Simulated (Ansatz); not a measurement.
Input of an Ansatz 0.2.0 run:

The input input.yaml:

```yaml
crystal:
  lattice:
    - [0.0, 2.703, 2.703]
    - [2.703, 0.0, 2.703]
    - [2.703, 2.703, 0.0]
  atoms:
    - { symbol: Ni, position: [0.0, 0.0, 0.0], spin: 1.0 }
    - { symbol: Si, position: [0.75, 0.75, 0.75] }
    - { symbol: Si, position: [0.25, 0.25, 0.25] }
kpoints:
  mp_grid: { grid: [9, 9, 9] }
  band_path:
    path:
      - [0.0, 0.0, 0.0]
      - [0.5, 0.0, 0.5]
      - [0.5, 0.25, 0.75]
      - [0.375, 0.375, 0.75]
      - [0.0, 0.0, 0.0]
      - [0.5, 0.5, 0.5]
      - [0.625, 0.25, 0.625]
      - [0.5, 0.25, 0.75]
    npoints: 12
scf:
  occupations: { method: fermi_dirac, width: 0.05 }
hamiltonian:
  xc: pbesol
  pseudopotentials: { kind: all_electron, datasets: crystal }
magnetization:
  spin_polarized: true
output:
  forces: true
  stress: true
  eigenvalues: true
```

Potentials or basis: all-electron PAW datasets made for the crystal.

Command:

```sh
$ ansatz run input.yaml --threads 4 --pin off --max-ram 12288MiB --backend cpu --events-out ev --progress --plain --runs-dir out
```

Question: What does it give for the net moment?

Answer: 0.00 μB per cell.

Question: Estimate the pressure.

Answer: -0.9 GPa.

Question: What does it give for the absolute moment?

Answer: 0.00 μB per cell.

Question: Estimate the band gap along the path.

Answer: None (metal or under the smearing width).

Levels at the corners of the path, in eV from the Fermi level:
Spin up:
| point | band 10 | band 11 | band 12 | band 13 | band 14 | band 15 | band 16 | band 17 |
| --- | --- | --- | --- | --- | --- | --- | --- | --- |
| Γ | -3.54 | -0.32 | 1.71 | 1.71 | 1.71 | 2.20 | 2.20 | 2.20 |
| X | -3.64 | -3.64 | -3.48 | -3.13 | -0.42 | 1.32 | 7.71 | 8.28 |
| W | -3.77 | -3.64 | -3.20 | -2.45 | 2.21 | 2.21 | 4.56 | 5.19 |
| K | -3.83 | -3.46 | -2.94 | -2.66 | 0.18 | 3.58 | 4.67 | 6.33 |
| Γ | -3.54 | -0.32 | 1.71 | 1.71 | 1.71 | 2.20 | 2.20 | 2.20 |
| L | -3.36 | -3.36 | -1.49 | -1.49 | 1.70 | 1.80 | 1.80 | 2.58 |
| U | -3.83 | -3.46 | -2.94 | -2.66 | 0.18 | 3.58 | 4.67 | 6.33 |
| W | -3.77 | -3.64 | -3.20 | -2.45 | 2.21 | 2.21 | 4.56 | 5.19 |
Spin down:
```
point  band 9  band 10  band 11  band 12  band 13  band 14  band 15  band 16  band 17  band 18
    Γ   -3.54    -3.54    -0.32     1.71     1.71     1.71     2.20     2.20     2.20     4.67
    X   -4.57    -3.64    -3.64    -3.48    -3.13    -0.42     1.32     7.71     8.28     8.28
    W   -3.77    -3.77    -3.64    -3.20    -2.45     2.21     2.21     4.56     5.19     8.38
    K   -4.45    -3.83    -3.46    -2.94    -2.66     0.18     3.58     4.67     6.33     8.53
    Γ   -3.54    -3.54    -0.32     1.71     1.71     1.71     2.20     2.20     2.20     4.67
    L   -3.76    -3.36    -3.36    -1.49    -1.49     1.70     1.80     1.80     2.58     9.13
    U   -4.45    -3.83    -3.46    -2.94    -2.66     0.18     3.58     4.67     6.33     8.53
    W   -3.77    -3.77    -3.64    -3.20    -2.45     2.21     2.21     4.56     5.19     8.38
```

Caveat: the starting moments weren't kept.
